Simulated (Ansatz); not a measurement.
BeO (wurtzite)

```yaml
crystal:
  lattice:
    - [2.71181, 0.00000, 0.00000]
    - [-1.35591, 2.34850, 0.00000]
    - [0.00000, 0.00000, 4.40456]
  atoms:
    - { symbol: Be, position: [0.66667, 0.33333, 0.00149] }
    - { symbol: Be, position: [0.33333, 0.66667, 0.50149] }
    - { symbol: O, position: [0.66667, 0.33333, 0.62371] }
    - { symbol: O, position: [0.33333, 0.66667, 0.12371] }
```

The slice is a (0001) plane (indices of the conventional cell) through the point (0.667, 0.333, 0.002) (fractional), spanned by u = [110] and v = [1 -1 0] in vectors of this cell: u (2.71 Å) and v (4.70 Å, at 90° to u). It covers one period; positions are fractions (u, v).

Method: PBE (plane waves to 420 eV, PAW, scalar-relativistic; Ansatz, a first-principles code). k mesh 14×14×8. Near the nuclei the fields are pseudised (PAW); where an atom keeps semicore shells as valence, they peak there. BeO was relaxed with its symmetry unable to fall.

Sketch the electrostatic potential energy of an electron, from the cell's mean on this plane as a map.


```
|xxxxx =#%@%#= xxxx|
|xxxxx =#%@%#= xxxx|
|xxxx :+%@@@%+: xxx|
|xxx .=#%@@@%#=. xx|
|   :=*%@@@@@%*=:  |
|::-+#%@@@@@@@%#+-:|
|.:+*#%@@@@@@@%#*+:|
|xx *#%%%%%%%%%#* x|
|xxx.####***####.xx|
|xxx **+=---=+** xx|
|xxx ==:     :== xx|
|xxx -. xxxxx .- xx|
|xx :: xxxxxxx :: x|
| .=- xxxxxxxxx -=.|
|##*- xxxxxxxxx -*#|
|%#*- xxxxxxxxx -*#|
|@%#= xxxxxxxxx =#%|
|@%#= xxxxxxxxx =#%|
|@@%+: xxxxxxx :+%@|
|@@%#=. xxxxx .=#%@|
|@@@%*=:     :=*%@@|
|@@@@%#+-:::-+#%@@@|
|@@@@%#*+:.:+*#%@@@|
|%%%%%#* xxx *#%%%%|
|**####.xxxxx.####*|
|--=+** xxxxx **+=-|
|   :== xxxxx ==:  |
|xxx .- xxxxx -. xx|
|xxxx :: xxx :: xxx|
|xxxxx -=. .=- xxxx|
|xxxxx -*###*- xxxx|
|xxxxx -*#%#*- xxxx|
```
Scale: ten equal steps from 0.00 (start of ' ') to 8.07 (end of '@'), in the order ' .:-=+*#%@'. Values: electrostatic potential energy of an electron, from the cell's mean, in eV. The map has 18 points along u (one character each, u = 0 at the left) and 32 along v (v = 0 in the bottom row). Points within 0.7 Å of a nucleus are blanked (x), as the pseudised field means little there. Values under 0 eV are set to 0. The zero, the cell's mean, hangs on the PAW cores.
